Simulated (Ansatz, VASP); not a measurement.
# One calculation of HgTe, two programs

The input INCAR:

```
SYSTEM = HgTe
  ALGO = Normal
  EDIFF = 1E-6
  ENCUT = 520
  ISIF = 2
  ISMEAR = -1
  LASPH = .True.
  LCHARG = .False.
  LREAL = .False.
  LWAVE = .False.
  NBANDS = 16
  NELM = 80
  PREC = Accurate
  SIGMA = 0.05
```

File KPOINTS:

```
k-points
0
Gamma
  7 7 7
  0 0 0
```

File POSCAR:

```
HgTe
1.0
    0.0000000000      3.1370217585      3.1370217585
    3.1370217585      0.0000000000      3.1370217585
    3.1370217585      3.1370217585      0.0000000000
Hg Te
1 1
Direct
    0.0000000000      0.0000000000      0.0000000000
    0.5000000000      0.5000000000      0.5000000000
```

The input input.yaml:

```yaml
crystal:
  lattice:
    - [0.0, 3.1370217585, 3.1370217585]
    - [3.1370217585, 0.0, 3.1370217585]
    - [3.1370217585, 3.1370217585, 0.0]
  atoms:
    - { symbol: Hg, position: [0.0, 0.0, 0.0] }
    - { symbol: Te, position: [0.5, 0.5, 0.5] }
kpoints:
  mp_grid: { grid: [7, 7, 7] }
scf:
  occupations: { method: fermi_dirac, width: 0.05 }
hamiltonian:
  xc: lda
  pseudopotentials: { kind: all_electron, lapw: { basis_error: 0.001 } }
output:
  forces: true
  stress: true
  eigenvalues: true
```

Change from the starting cell: volume scaled by 0.96.

Alike in both runs: task single point; functional LDA; k mesh 7 × 7 × 7; occupations fermi-dirac, width 0.05 eV; no spin polarisation.

|  | VASP | Ansatz |
| --- | --- | --- |
| version | VASP 6.6.1 | Ansatz 0.2.0 |
| potentials or method | VASP PAW LDA potentials, release 64 (Hg, Te) | all-electron LAPW, scalar-relativistic |
| plane-wave cutoff (eV) | 520 | see its input |

Ansatz gave:

```
gap on the k mesh at the Fermi level (eV) : none
pressure (GPa)                            : -7.0
```

Estimate VASP's values.

gap on the k mesh at the Fermi level (eV): none; pressure (GPa): -6.8.

A gap of «none» marks a metal or a gap that the smearing closes. Ansatz ran all-electron here, so the differences hold the error of VASP's frozen core and of both bases.

The runs have no spin-orbit coupling, so splittings on Hg, Te are missing.
